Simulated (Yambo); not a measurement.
Runs of Yambo 5.3.0 on BAs. It takes space group F-43m (No. 216, cubic). Conventional cell: a = 4.777 Å, b = 4.777 Å, c = 4.777 Å, α = 90.00°, β = 90.00°, γ = 90.00°. As (site symmetry -43m) is surrounded by 4 B at 2.07 Å. Around B (site symmetry -43m) lie 4 As at 2.07 Å. 

```tsv
task	level	potentials or basis	spin	cell	k mesh	k mesh of the self-consistent run	direction of the field or of q to 0	kernel	top of the energy range	energy points	mesh quality	gap on the mesh (eV)
optical spectrum	PBEsol	PseudoDojo 0.4.1 SR PBEsol standard	off	as given	20 × 20 × 20	20 × 20 × 20	z	Hartree (RPA with local fields)	15 eV	150	not flagged	1.10
optical spectrum	PBE	PseudoDojo 0.4.1 SR PBE standard	off	cell squeezed	4 × 4 × 4	10 × 10 × 10	x	Hartree (RPA with local fields)	20 eV	200	coarse	(a)
optical spectrum	PBE	PseudoDojo 0.4 FR PBE standard	non-collinear, zero start, SOC	as given	4 × 4 × 4	10 × 10 × 10	x	Hartree (RPA with local fields)	20 eV	200	coarse	1.39
optical spectrum	PBEsol	PseudoDojo 0.4.1 SR PBEsol standard	off	as given	20 × 20 × 20	20 × 20 × 20	x	Hartree (RPA with local fields)	10 eV	300	not flagged	1.10
optical spectrum	PBE	PseudoDojo 0.4.1 SR PBE standard	off	cell stretched	4 × 4 × 4	10 × 10 × 10	x	Hartree (RPA with local fields)	20 eV	200	coarse	1.49
```

Alike in all rows: cutoff (eV) 1143; smearing fixed.

Task: Fill in the values left out.

Result: (a) 1.40.

Caveats: some runs use coarse meshes; these spectra lack excitons; this k mesh misses the band edges, so its gaps are larger than the crystal's (some runs); spectra need much finer meshes, so this one isn't converged (some runs); the optical matrix elements of this version leave out the spin-flip part of the nonlocal potential, a small error (some runs).

A k mesh can miss the band edges, and rows without SOC leave out spin-orbit coupling on As.
